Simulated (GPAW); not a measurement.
Wanted: an ASE script for a GPAW 26.7.0 run.

| Property | Result |
| --- | --- |
| Task | single point |
| Functional | PBEsol |
| Potentials or basis | PAW data sets generated in the run's folder for this functional |
| Cutoff | 800 eV |
| Basis | pw |
| k mesh | 10 × 10 × 10 |
| Occupations | fermi-dirac, width 0.05 eV |
| Spin | no spin polarisation |
| Maxiter | 150 |

Crystal: ZrC.

```
Zr C
1.0
     0.00000    2.36500    2.36500
     2.36500    0.00000    2.36500
     2.36500    2.36500    0.00000
Zr C
1 1
Direct
  0.50000 0.50000 0.50000
  0.00000 0.00000 0.00000
```

One way to write it, as run:

run.py

```python
from ase import Atoms
from ase.dft.bandgap import bandgap
from ase.io import write
from ase.units import Bohr, GPa
from gpaw import GPAW, PW, setup_paths
from gpaw.elf import elf_from_dft_calculation

setup_paths.insert(0, '.')

atoms = Atoms(['Zr', 'C'],
              cell=[[0.0, 2.365, 2.365],
                    [2.365, 0.0, 2.365],
                    [2.365, 2.365, 0.0]],
              scaled_positions=[[0.5, 0.5, 0.5],
                                [0.0, 0.0, 0.0]],
              pbc=True)

calc = GPAW(mode=PW(800),
            xc='PBEsol',
            kpts={'size': (10, 10, 10), 'gamma': True},
            occupations={'name': 'fermi-dirac', 'width': 0.05},
            nbands=18,
            convergence={'density': 1e-05, 'energy': 1e-05},
            maxiter=150,
            txt='gpaw.txt')
atoms.calc = calc
energy = atoms.get_potential_energy()
forces = atoms.get_forces()
stress = atoms.get_stress()
calc.write('gs.gpw')
write('result.traj', atoms)
print(f'Energy: {energy:.6f} eV')
print('Forces (eV/A):')
print(forces.round(4))
print('Stress (GPa):', (stress / GPa).round(3))
print('Fermi level:', round(calc.get_fermi_level(), 4), 'eV')
print(f'Gap: {bandgap(calc)[0]:.4f} eV, direct: {bandgap(calc, direct=True)[0]:.4f} eV')

# fields on the real-space grid
write('density.cube', atoms, data=calc.get_pseudo_density() * Bohr**3)
write('potential.cube', atoms, data=calc.get_electrostatic_potential())
write('elf.cube', atoms, data=elf_from_dft_calculation(calc).data)
```

Potentials or basis: PAW data sets generated in the run's folder for this functional, pw.

Run with:

```sh
$ gpaw-setup -f PBEsol C Zr
$ OMP_NUM_THREADS=1 python run.py
```

It gave:

```json
{
  "Pressure": "-9.3 GPa",
  "Band gap on the k mesh": "none (metal or under the smearing width)"
}
```

Run time: 21 s on 1 thread of Intel(R) Xeon(R) Platinum 8488C (Sapphire Rapids), on a shared host, peak memory 0.18 GiB.
